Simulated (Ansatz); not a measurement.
# P: the cost of one run

Computed with Ansatz 0.2.0 (DFT PBEsol, scalar-relativistic, plane waves, PAW, unless a step's input says otherwise).

3 further runs of the same task are left out: 3 that didn't finish. Runs told in other sessions of the task aren't counted.

### 1 Starting point

The structure is monoclinic, space group C2/m (No. 12). The conventional cell has a = 9.033 Å, b = 7.972 Å, c = 5.294 Å, α = 90.00°, β = 90.48°, γ = 90.00°. Around P (site symmetry m) lie 3 P at 2.20 to 2.21 Å. P (site symmetry 1) is surrounded by 3 P at 2.21 Å.

As a file:

```
P
1.0
     4.51650   -3.98590   -0.00966
     4.51650    3.98590   -0.00966
    -0.03342    0.00000    5.29426
P
8
Direct
  0.85127 0.85127 0.23756
  0.14873 0.14873 0.76244
  0.71918 0.71918 0.58554
  0.28082 0.28082 0.41446
  0.50160 0.77839 0.24938
  0.22161 0.49840 0.75062
  0.49840 0.22161 0.75062
  0.77839 0.50160 0.24938
```

It goes back to an entry of the Materials Project, which need not be the stable form.

It is the result of an earlier relaxation at this level (volume 23.83 Å³/atom; gap on the mesh: 2.07 eV).

### 2 Zero of energy

Reference values: F = -5918.6298 eV; pressure 0.00 GPa; largest force 0.001 eV/Å; gap on the mesh 2.07 eV. It was computed beforehand with the settings of the runs below.

### 3 The scan: a two-dimensional strain map

The cell is strained by p along both x and y and by q along z, with fractional coordinates fixed.

### 4 Point p = -0.050, q = -0.050

File input.yaml:

```yaml
crystal:
  lattice:
    - [4.2906738628, -3.78660752, -0.0091770362]
    - [4.2906738628, 3.78660752, -0.0091770362]
    - [-0.0317518223, 0.0, 5.0295488591]
  atoms:
    - { symbol: P, position: [0.8512742797, 0.8512742797, 0.2375644293] }
    - { symbol: P, position: [0.1487257203, 0.1487257203, 0.7624355707] }
    - { symbol: P, position: [0.7191783959, 0.7191783959, 0.5855434286] }
    - { symbol: P, position: [0.2808216041, 0.2808216041, 0.4144565714] }
    - { symbol: P, position: [0.5015958456, 0.7783891987, 0.2493767515] }
    - { symbol: P, position: [0.2216108013, 0.4984041544, 0.7506232485] }
    - { symbol: P, position: [0.4984041544, 0.2216108013, 0.7506232485] }
    - { symbol: P, position: [0.7783891987, 0.5015958456, 0.2493767515] }
basis:
  ecutwfc: 420
kpoints:
  mp_grid: { grid: [6, 6, 6] }
hamiltonian:
  xc: pbesol
scf:
  occupations: { method: gaussian, width: 0.05 }
output:
  forces: true
  stress: true
  eigenvalues: true
  write_density: true
  write_potential: true
  elf: true
  volumetric_format: npy
```

Command:

```bash
$ ansatz run input.yaml --threads 2 --pin off --max-ram 5120MiB --backend cpu --events-out ev --progress --plain --runs-dir out
```

What time and memory should one allow on 2 threads of Arm Neoverse V1, shared host?

About 18 s, with a peak of 0.53 GiB.
